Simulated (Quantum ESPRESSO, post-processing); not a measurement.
# Thickness dependence of 2H-MoS2, part 4 of 8

What does each added layer of 2H-MoS2 bring in screening, and what does it do to the gap?

Quantum ESPRESSO 7.5; plane-wave DFT, PBE, GBRV ultrasoft pseudopotentials.

So far. Step 3 (Ground state, 1 layer: no field): The run needed 12 iterations to bring the estimated error under 1e-09 Ry; the largest force on any atom, held or free, is 0.11 eV/Å. Step 7 (Potential by pp.x, 1 layer): The slope in the vacuum is 0.100 eV/Å for an applied 0.10 V/Å, as it should be.

## Step 8: Band structure, 1 layer: no field

The density is frozen and the levels are solved along a path.

Contents of n1.f0.bands.in:

```
&control
  prefix = 'n1.f0.bands'
  outdir = './out'
  pseudo_dir = './pseudo'
  calculation = 'bands'
  tefield = .true.
  dipfield = .true.
/
&system
  ibrav = 0
  nat = 3
  ntyp = 2
  ecutwfc = 40
  ecutrho = 200
  occupations = 'smearing'
  smearing = 'fd'
  degauss = 0.004
  edir = 3
  emaxpos = 0.97
  eopreg = 0.04
  eamp = 0.0
  nbnd = 17
/
&electrons
  conv_thr = 1e-07
  mixing_beta = 0.4
  electron_maxstep = 120
  mixing_mode = 'local-TF'
/
ATOMIC_SPECIES
  S   32.0600  s_pbe_v1.4.uspp.F.UPF
  Mo  95.9500  mo_pbe_v1.uspp.F.UPF
CELL_PARAMETERS angstrom
  3.15437013900000 0.00000000000000 0.00000000000000
  -1.57718506900000 2.73176467300000 0.00000000000000
  0.00000000000000 0.00000000000000 20.26259773800000
ATOMIC_POSITIONS crystal
  S   0.333333333300 0.666666666700 0.422719210600
  Mo  0.000000000000 0.000000000000 0.500000000000
  S   0.333333333300 0.666666666700 0.577280789400
K_POINTS crystal_b
4
  0.0000000000 0.0000000000 0.0000000000 12
  0.5000000000 0.0000000000 0.0000000000 12
  0.3333333333 0.3333333333 0.0000000000 12
  0.0000000000 0.0000000000 0.0000000000 1
```

Started as:

```sh
$ cp -r out/n1.f0.save out/n1.f0.bands.save
$ cp out/n1.f0.xml out/n1.f0.bands.xml
$ OMP_NUM_THREADS=1 mpirun -n 4 pw.x -nk 4 -in n1.f0.bands.in > n1.f0.bands.out
```

The program printed:

```text
[banner, memory and clock lines left out]
Program PWSCF v.7.5 starts

          URL

     Presently no symmetry can be used with electric field

     Atomic positions and unit cell read from directory:
     ./out/n1.f0.bands.save/

     G-vector sticks info

     bravais-lattice index     =            0
     lattice parameter (alat)  =       5.9609  a.u.
     unit-cell volume          =    1178.2777 (a.u.)^3
     number of atoms/cell      =            3
     number of atomic types    =            2
     number of electrons       =        26.00
     number of Kohn-Sham states=           17
     kinetic-energy cutoff     =      40.0000  Ry
     charge density cutoff     =     200.0000  Ry
     Exchange-correlation= SLA  PW   PBE  PBE
                           (   1   4   3   4   0   0   0)

     celldm(1)=   5.960896  celldm(2)=   0.000000  celldm(3)=   0.000000
     celldm(4)=   0.000000  celldm(5)=   0.000000  celldm(6)=   0.000000

     crystal axes: (cart. coord. in units of alat)
               a(1) = (   1.000000   0.000000   0.000000 )
               a(2) = (  -0.500000   0.866025   0.000000 )
               a(3) = (   0.000000   0.000000   6.423659 )

     reciprocal axes: (cart. coord. in units 2 pi/alat)
               b(1) = (  1.000000  0.577350 -0.000000 )
               b(2) = (  0.000000  1.154701  0.000000 )
               b(3) = (  0.000000 -0.000000  0.155675 )

     PseudoPot. # 1 for S  read from file:
     ./pseudo/s_pbe_v1.4.uspp.F.UPF
     Pseudo is Ultrasoft + core correction, Zval =  6.0
     Generated by new atomic code, or converted to UPF format
     Using radial grid of  907 points,  6 beta functions with:
                l(1) =   0
                l(2) =   0
                l(3) =   1
                l(4) =   1
                l(5) =   2
                l(6) =   2
     Q(r) pseudized with  8 coefficients,  rinner =    1.300   1.300   1.300
                                                       1.300   1.300

     PseudoPot. # 2 for Mo read from file:
     ./pseudo/mo_pbe_v1.uspp.F.UPF
     Pseudo is Ultrasoft + core correction, Zval = 14.0
     Generated by new atomic code, or converted to UPF format
     Using radial grid of  889 points,  6 beta functions with:
                l(1) =   0
                l(2) =   0
                l(3) =   1
                l(4) =   1
                l(5) =   2
                l(6) =   2
     Q(r) pseudized with  6 coefficients,  rinner =    1.000   1.000   1.000
                                                       1.000   1.000

     atomic species   valence    mass     pseudopotential
     S                 6.00    32.06000     S ( 1.00)
     Mo               14.00    95.95000     Mo( 1.00)

     No symmetry found

   Cartesian axes

     site n.     atom                  positions (alat units)
         1        S      tau(   1) = (   0.0000000   0.5773503   2.7154040  )
         2        Mo     tau(   2) = (   0.0000000   0.0000000   3.2118294  )
         3        S      tau(   3) = (   0.0000000   0.5773503   3.7082549  )

     number of k points=    37  Fermi-Dirac smearing, width (Ry)=  0.0040
                       cart. coord. in units 2pi/alat
        k(    1) = (   0.0000000   0.0000000   0.0000000), wk =   0.0540541
        k(    2) = (   0.0416667   0.0240563   0.0000000), wk =   0.0540541
        k(    3) = (   0.0833333   0.0481125   0.0000000), wk =   0.0540541
        k(    4) = (   0.1250000   0.0721688   0.0000000), wk =   0.0540541
        k(    5) = (   0.1666667   0.0962250   0.0000000), wk =   0.0540541
        k(    6) = (   0.2083333   0.1202813   0.0000000), wk =   0.0540541
        k(    7) = (   0.2500000   0.1443376   0.0000000), wk =   0.0540541
        k(    8) = (   0.2916667   0.1683938   0.0000000), wk =   0.0540541
        k(    9) = (   0.3333333   0.1924501   0.0000000), wk =   0.0540541
        k(   10) = (   0.3750000   0.2165064   0.0000000), wk =   0.0540541
        k(   11) = (   0.4166667   0.2405626   0.0000000), wk =   0.0540541
        k(   12) = (   0.4583333   0.2646189   0.0000000), wk =   0.0540541
        k(   13) = (   0.5000000   0.2886751   0.0000000), wk =   0.0540541
        k(   14) = (   0.4861111   0.3127314   0.0000000), wk =   0.0540541
        k(   15) = (   0.4722222   0.3367877   0.0000000), wk =   0.0540541
        k(   16) = (   0.4583333   0.3608439   0.0000000), wk =   0.0540541
        k(   17) = (   0.4444444   0.3849002   0.0000000), wk =   0.0540541
        k(   18) = (   0.4305556   0.4089564   0.0000000), wk =   0.0540541
        k(   19) = (   0.4166667   0.4330127   0.0000000), wk =   0.0540541
        k(   20) = (   0.4027778   0.4570690   0.0000000), wk =   0.0540541
        k(   21) = (   0.3888889   0.4811252   0.0000000), wk =   0.0540541
        k(   22) = (   0.3750000   0.5051815   0.0000000), wk =   0.0540541
        k(   23) = (   0.3611111   0.5292377   0.0000000), wk =   0.0540541
        k(   24) = (   0.3472222   0.5532940   0.0000000), wk =   0.0540541
        k(   25) = (   0.3333333   0.5773503   0.0000000), wk =   0.0540541
        k(   26) = (   0.3055556   0.5292377   0.0000000), wk =   0.0540541
        k(   27) = (   0.2777778   0.4811252   0.0000000), wk =   0.0540541
        k(   28) = (   0.2500000   0.4330127   0.0000000), wk =   0.0540541
        k(   29) = (   0.2222222   0.3849002   0.0000000), wk =   0.0540541
        k(   30) = (   0.1944444   0.3367877   0.0000000), wk =   0.0540541
        k(   31) = (   0.1666667   0.2886751   0.0000000), wk =   0.0540541
        k(   32) = (   0.1388889   0.2405626   0.0000000), wk =   0.0540541
        k(   33) = (   0.1111111   0.1924501   0.0000000), wk =   0.0540541
        k(   34) = (   0.0833333   0.1443376   0.0000000), wk =   0.0540541
        k(   35) = (   0.0555556   0.0962250   0.0000000), wk =   0.0540541
        k(   36) = (   0.0277778   0.0481125   0.0000000), wk =   0.0540541
        k(   37) = (   0.0000000   0.0000000   0.0000000), wk =   0.0540541

     Dense  grid:    56375 G-vectors     FFT dimensions: (  27,  27, 180)

     Smooth grid:    39971 G-vectors     FFT dimensions: (  25,  25, 160)

     The potential is recalculated from file :
     ./out/n1.f0.bands.save/charge-density

     negative rho (up, down):  2.837E-03 0.000E+00

     Adding external electric field

     Computed dipole along edir(3) :
        Dipole               -0.0000 Ry au,         -0.0000 Debye
        Dipole field         -0.0000 Ry au,

        Potential amp.        0.0000 Ry
        Total length         36.7591 bohr

     Starting wfcs are   21 randomized atomic wfcs

     Band Structure Calculation
     Davidson diagonalization with overlap

[...]
-3.4952  -2.9565  -2.4429  -2.2733  -1.0264   1.8527   1.9442   2.0521
     2.1051

          k = 0.0833 0.0481 0.0000 (  4959 PWs)   bands (ev):

   -61.8005 -35.9491 -35.7444 -35.7228 -15.0078 -13.7573  -6.5065  -3.7583
    -3.4124  -3.2484  -2.5670  -2.1070  -1.0609   1.7574   1.8397   2.0170
     2.0789

          k = 0.1250 0.0722 0.0000 (  4969 PWs)   bands (ev):

   -61.7972 -35.9426 -35.7774 -35.7303 -14.8788 -13.7037  -6.3680  -4.0100
    -3.5685  -3.2793  -2.7489  -2.0180  -1.1379   1.5852   1.6847   1.8886
     2.2734

          k = 0.1667 0.0962 0.0000 (  4999 PWs)   bands (ev):

   -61.7928 -35.9340 -35.8202 -35.7400 -14.7054 -13.6318  -6.2027  -4.2965
    -3.8991  -3.1036  -2.9631  -2.0337  -1.2766   1.3703   1.6993   1.7411
     2.4961

          k = 0.2083 0.1203 0.0000 (  4994 PWs)   bands (ev):

   -61.7878 -35.9241 -35.8696 -35.7514 -14.4949 -13.5447  -6.0521  -4.5656
    -4.2338  -3.1878  -2.8963  -2.1398  -1.4765   1.2476   1.5961   1.8205
     2.7192

          k = 0.2500 0.1443 0.0000 (  5020 PWs)   bands (ev):

   -61.7823 -35.9222 -35.9134 -35.7635 -14.2570 -13.4470  -5.9852  -4.7551
    -4.5669  -3.4061  -2.6721  -2.2963  -1.6984   1.2284   1.4726   2.0245
     2.9221

          k = 0.2917 0.1684 0.0000 (  5018 PWs)   bands (ev):

   -61.7769 -35.9744 -35.9027 -35.7757 -14.0042 -13.3443  -6.0581  -4.8891
    -4.8325  -3.6057  -2.4618  -2.4484  -1.8742   1.2935   1.3850   2.2690
     3.0927

          k = 0.3333 0.1925 0.0000 (  5010 PWs)   bands (ev):

   -61.7718 -36.0227 -35.8927 -35.7869 -13.7522 -13.2435  -6.2360  -5.1868
    -4.8579  -3.7782  -2.6091  -2.2439  -1.9415   1.3408   1.4155   2.5112
     3.2265

          k = 0.3750 0.2165 0.0000 (  5012 PWs)   bands (ev):

   -61.7674 -36.0639 -35.8841 -35.7966 -13.5200 -13.1524  -6.4426  -5.4434
    -4.9023  -3.9175  -2.7252  -2.0748  -1.8864   1.3378   1.5687   2.7156
     3.3241

          k = 0.4167 0.2406 0.0000 (  5024 PWs)   bands (ev):

   -61.7641 -36.0953 -35.8775 -35.8039 -13.3299 -13.0794  -6.6245  -5.6418
    -4.9699  -4.0195  -2.8067  -1.9517  -1.7575   1.3620   1.7271   2.8611
     3.3893

          k = 0.4583 0.2646 0.0000 (  5034 PWs)   bands (ev):

   -61.7620 -36.1150 -35.8734 -35.8086 -13.2040 -13.0319  -6.7481  -5.7675
    -5.0291  -4.0818  -2.8543  -1.8781  -1.6346   1.3910   1.8555   2.9435
     3.4263

          k = 0.5000 0.2887 0.0000 (  5024 PWs)   bands (ev):

   -61.7612 -36.1217 -35.8720 -35.8102 -13.1598 -13.0155  -6.7919  -5.8106
    -5.0521  -4.1027  -2.8699  -1.8538  -1.5850   1.4036   1.9069   2.9695
     3.4383

          k = 0.4861 0.3127 0.0000 (  5036 PWs)   bands (ev):

   -61.7612 -36.1207 -35.8718 -35.8121 -13.1557 -13.0129  -6.7803  -5.8193
    -5.0477  -4.1067  -2.8666  -1.9480  -1.5315   1.4070   1.9115   2.9875
     3.3991

          k = 0.4722 0.3368 0.0000 (  5050 PWs)   bands (ev):

   -61.7609 -36.1179 -35.8714 -35.8180 -13.1438 -13.0054  -6.7457  -5.8453
    -5.0349  -4.1168  -2.8584  -2.1461  -1.4510   1.4134   1.9277   3.0377
     3.2937

          k = 0.4583 0.3608 0.0000 (  5040 PWs)   bands (ev):

   -61.7606 -36.1131 -35.8706 -35.8275 -13.1246 -12.9933  -6.6886  -5.8880
    -5.0144  -4.1276  -2.8497  -2.3942  -1.3852   1.4129   1.9610   3.0713
     3.1899

          k = 0.4444 0.3849 0.0000 (  5052 PWs)   bands (ev):

   -61.7601 -36.1066 -35.8696 -35.8403 -13.0989 -12.9772  -6.6100  -5.9462
    -4.9878  -4.1328  -2.8459  -2.6761  -1.3337   1.3947   2.0166   2.9279
     3.2666

          k = 0.4306 0.4090 0.0000 (  5062 PWs)   bands (ev):

   -61.7595 -36.0984 -35.8685 -35.8559 -13.0681 -12.9580  -6.5110  -6.0169
    -4.9572  -4.1272  -2.9801  -2.8520  -1.2893   1.3526   2.0952   2.7477
     3.3958

          k = 0.4167 0.4330 0.0000 (  5078 PWs)   bands (ev):

   -61.7588 -36.0887 -35.8739 -35.8672 -13.0336 -12.9368  -6.3935  -6.0957
    -4.9251  -4.1079  -3.2951  -2.8716  -1.2445   1.2869   2.1918   2.5762
     3.5374

          k = 0.4028 0.4571 0.0000 (  5090 PWs)   bands (ev):

   -61.7581 -36.0775 -35.8935 -35.8659 -12.9976 -12.9148  -6.2595  -6.1774
    -4.8954  -4.0745  -3.6099  -2.9060  -1.1942   1.2023   2.2989   2.4254
     3.6787

          k = 0.3889 0.4811 0.0000 (  5068 PWs)   bands (ev):

   -61.7575 -36.0651 -35.9139 -35.8646 -12.9621 -12.8935  -6.2559  -6.1119
    -4.8739  -4.0287  -3.9107  -2.9545  -1.1361   1.1060   2.3021   2.4079
     3.8089

          k = 0.3750 0.5052 0.0000 (  5076 PWs)   bands (ev):

   -61.7569 -36.0520 -35.9343 -35.8634 -12.9296 -12.8744  -6.3252  -5.9550
    -4.8723  -4.1777  -3.9749  -3.0128  -1.0725   1.0072   2.2090   2.5103
     3.9185

          k = 0.3611 0.5292 0.0000 (  5086 PWs)   bands (ev):

   -61.7564 -36.0387 -35.9534 -35.8625 -12.9030 -12.8590  -6.3801  -5.7968
    -4.9128  -4.3768  -3.9203  -3.0732  -1.0106   0.9183   2.1463   2.5964
     4.0000

          k = 0.3472 0.5533 0.0000 (  5104 PWs)   bands (ev):

   -61.7561 -36.0270 -35.9690 -35.8619 -12.8849 -12.8489  -6.4157  -5.6574
    -5.0028  -4.4771  -3.8764  -3.1222  -0.9628   0.8543   2.1118   2.6559
     4.0492

          k = 0.3333 0.5774 0.0000 (  5130 PWs)   bands (ev):

   -61.7560 -36.0217 -35.9757 -35.8617 -12.8783 -12.8453  -6.4282  -5.5926
    -5.0615  -4.5008  -3.8586  -3.1422  -0.9440   0.8303   2.1014   2.6778
     4.0652

          k = 0.3056 0.5292 0.0000 (  5090 PWs)   bands (ev):

   -61.7565 -36.0352 -35.9558 -35.8627 -12.9096 -12.8613  -6.3737  -5.7798
    -4.8569  -4.4456  -3.9312  -3.0554  -1.0267   0.9262   2.1300   2.5797
     4.0107

          k = 0.2778 0.4811 0.0000 (  5074 PWs)   bands (ev):

   -61.7582 -36.0481 -35.9224 -35.8661 -13.0123 -12.9110  -6.2048  -6.0052
    -4.6188  -4.2450  -4.0837  -2.8490  -1.2293   1.1356   2.1758   2.3075
     3.8856

          k = 0.2500 0.4330 0.0000 (  5066 PWs)   bands (ev):

   -61.7613 -36.0472 -35.8876 -35.8720 -13.1898 -12.9920  -6.1156  -5.9243
    -4.5528  -4.2251  -3.8781  -2.6026  -1.4506   1.2831   1.9803   2.1769
     3.7498

          k = 0.2222 0.3849 0.0000 (  5042 PWs)   bands (ev):

   -61.7656 -36.0302 -35.8805 -35.8540 -13.4310 -13.0976  -6.1057  -5.5471
    -4.5874  -4.3070  -3.4797  -2.3606  -1.6227   1.2149   1.7755   2.0963
     3.6309

          k = 0.1944 0.3368 0.0000 (  5040 PWs)   bands (ev):

   -61.7709 -35.9981 -35.8911 -35.8228 -13.7148 -13.2183  -6.0121  -5.1022
    -4.6843  -4.2998  -3.1198  -2.1502  -1.7268   1.0467   1.6767   1.9496
     3.5005

          k = 0.1667 0.2887 0.0000 (  5020 PWs)   bands (ev):

   -61.7771 -35.9535 -35.9031 -35.7949 -14.0159 -13.3446  -5.9160  -4.7643
    -4.6488  -4.1632  -2.8830  -1.9909  -1.7399   0.9900   1.5941   1.7857
     3.3118

          k = 0.1389 0.2406 0.0000 (  5006 PWs)   bands (ev):

   -61.7835 -35.9157 -35.9010 -35.7710 -14.3105 -13.4674  -5.9353  -4.6982
    -4.2906  -3.8287  -2.8668  -1.8950  -1.6037   1.0747   1.5642   1.6530
     3.0499

          k = 0.1111 0.1925 0.0000 (  5032 PWs)   bands (ev):

   -61.7897 -35.9280 -35.8461 -35.7513 -14.5784 -13.5788  -6.0897  -4.4580
    -3.9964  -3.3784  -3.0175  -1.8695  -1.3807   1.2456   1.5880   1.6408
     2.7376

          k = 0.0833 0.1443 0.0000 (  4980 PWs)   bands (ev):

   -61.7952 -35.9388 -35.7948 -35.7360 -14.8033 -13.6723  -6.2903  -4.1376
    -3.6808  -3.2111  -2.9609  -1.9191  -1.1909   1.4790   1.6117   1.8041
     2.4194

          k = 0.0556 0.0962 0.0000 (  4974 PWs)   bands (ev):

   -61.7996 -35.9473 -35.7531 -35.7251 -14.9729 -13.7428  -6.4679  -3.8288
    -3.3775  -3.3373  -2.6463  -2.0469  -1.0789   1.7146   1.7650   1.9749
     2.1455

          k = 0.0278 0.0481 0.0000 (  4962 PWs)   bands (ev):

   -61.8023 -35.9527 -35.7259 -35.7186 -15.0783 -13.7866  -6.5862  -3.6052
    -3.4859  -2.9976  -2.4593  -2.2435  -1.0298   1.8389   1.9608   2.0261
     2.0944

          k = 0.0000 0.0000 0.0000 (  4937 PWs)   bands (ev):

   -61.8033 -35.9546 -35.7164 -35.7164 -15.1140 -13.8015  -6.6274  -3.5232
    -3.5232  -2.7924  -2.3985  -2.3985  -1.0170   1.8957   1.8957   2.1366
     2.1366

     XML data file, pseudopotentials, collected wavefunctions

                                        0.00s GPU  (     264 calls)
```

Elapsed: 16 s, on 4 MPI ranks of Intel Xeon Platinum 8259CL at 2.50GHz (Skylake/Cascade Lake), shared host; peak memory 0.31 GiB; 64 s of CPU time.

Read from the output:

```
dipole along the normal              : 0 e·Å
valence top, on the run's zero       : -0.9440 eV
conduction bottom, on the run's zero : 0.8303 eV
```

Band numbers count within the set of bands kept for display. Electronic bands along the path, in eV, zero at the highest filled level of the SCF mesh; v1 is the highest filled band, c1 the lowest empty one:

```
  point     v4     v3     v2     v1    c1    c2    c3    c4
      Γ  -1.85  -1.45  -1.45  -0.07  2.84  2.84  3.08  3.08
halfway  -2.46  -1.73  -1.35  -0.75  2.17  2.42  2.97  3.87
      M  -3.16  -1.93  -0.91  -0.64  2.35  2.85  3.91  4.38
halfway  -3.16  -2.35  -1.93  -0.30  2.23  3.14  3.52  4.48
      K  -3.56  -2.91  -2.20   0.00  1.77  3.05  3.62  5.01
halfway  -3.22  -1.94  -1.05  -0.80  1.93  2.54  2.73  4.26
      Γ  -1.85  -1.45  -1.45  -0.07  2.84  2.84  3.08  3.08
```

Along this path the valence top lies at K and the conduction bottom at K.

## Step 9: Polarisability from the dipole between 0 and 0.1 V/A, 1 layer

Numbers from this step:

* change of slope in the vacuum: 0.09999 eV/Å
* polarisability a cell: 3.502 Å³
* sheet polarisability 4πα/A: 5.107 Å

Table of change of the potential energy, second field less first by z:

```
z (Å)  change of the potential energy, second field less first (eV)
  0.0                                                        -0.378
  0.5                                                        -0.707
  1.0                                                        -0.657
  1.5                                                        -0.607
  2.0                                                        -0.557
  2.5                                                        -0.507
  3.0                                                        -0.457
  3.5                                                        -0.407
  4.0                                                        -0.357
  4.5                                                        -0.307
  5.0                                                        -0.258
  5.5                                                        -0.208
  6.0                                                        -0.159
  6.5                                                        -0.111
  7.0                                                       -0.0682
  7.5                                                       -0.0347
  8.0                                                       -0.0160
  8.5                                                      -0.00796
  9.0                                                      -0.00468
  9.5                                                      -0.00354
 10.0                                                       -8.4e-4
 10.5                                                       0.00225
 11.0                                                       0.00407
 11.5                                                       0.00550
 12.0                                                        0.0108
 12.5                                                        0.0228
 13.0                                                        0.0491
 13.5                                                        0.0883
 14.0                                                         0.134
 14.5                                                         0.183
 15.0                                                         0.232
 15.5                                                         0.282
 16.0                                                         0.332
 16.5                                                         0.382
 17.0                                                         0.432
 17.5                                                         0.482
 18.0                                                         0.532
 18.5                                                         0.582
 19.0                                                         0.632
 19.5                                                         0.682
 20.0                                                        0.0864
```

[end of part 4 of 8]

[Logs are printed without paths, hosts, clocks, repeated set-up lines and the standing remarks that a program may print on its own settings, such as how far it seeks lower states.]

[Hosts, paths, dates, database ids (printed as entryN), source tags and the programs' standing remarks are cut or masked in the printed files.]

[Maps of the electrostatic potential energy from Ansatz leave out the sawtooth potential of an applied field or a dipole correction, so their vacuum need not be flat; planar profiles and work functions include it.]
